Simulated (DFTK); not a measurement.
Runs of DFTK 0.8.2 on W. Symmetry: Im-3m, No. 229, cubic system. The conventional cell has a = 3.165 Å, b = 3.165 Å, c = 3.165 Å, α = 90.00°, β = 90.00°, γ = 90.00°. Around W (site symmetry m-3m) lie 8 W at 2.74 Å. 

| task | level | potentials or basis | k mesh | cutoff (eV) | valence electrons | SCF solver | mesh quality | gap on the mesh (eV) | pressure (GPa) | V0 of scaled cells (Å³/atom) | B0 (GPa) |
| --- | --- | --- | --- | --- | --- | --- | --- | --- | --- | --- | --- |
| equation of state | PBE | dojo.nc.sr.pbe.v0_4_1.standard.upf (PBE) | 12 × 12 × 12 | 1007 | W 14 | - | not flagged | - | - | 16.15 | 301 |
| equation of state | BLYP | dojo.nc.sr.pbe.v0_5.stringent.upf (PBE) | 9 × 9 × 9 | 1007 | W 14 | - | not flagged | - | - | 16.68 | 281 |
| band structure | LDA-Teter93 | dojo.nc.sr.lda.v0_4_1.stringent.upf (LDA) | 11 × 11 × 11 | 1687 | W 28 | - | not flagged | none | -8.8 | - | - |
| band structure | TASK | in-house norm-conserving set (r2SCAN, scalar relativistic) | 10 × 10 × 10 | 1225 | W 14 | ScfAndersonSolver | not flagged | none | (a) | - | - |
| equation of state | PBEsol | SG15 1.2 (PBE) | 8 × 8 × 8 | 952 | W 28 | - | not flagged | - | - | 15.64 | 326 |
| band structure | PBE | SG15 1.2 (PBE) | 12 × 12 × 12 | 952 | W 28 | - | not flagged | none | 6.2 | - | - |
| equation of state | r2SCAN | SG15 1.2 (PBE) | 7 × 7 × 7 | 1225 | W 28 | - | coarse | - | - | (b) | 308 |

Alike in all rows: no spin polarisation; cell as given; smearing fermi-dirac 0.05 eV.

Q: Estimate the missing entries.

A: (a) 1.6; (b) 15.28.

Caveats: some runs use coarse meshes; the potentials were made for another functional, which shifts forces and pressure (some runs).

A k mesh can miss the band edges, and the runs leave out spin-orbit coupling on W.

A gap of «none» marks a metal or a gap under the smearing width.

Not every run made on this cell is shown here.
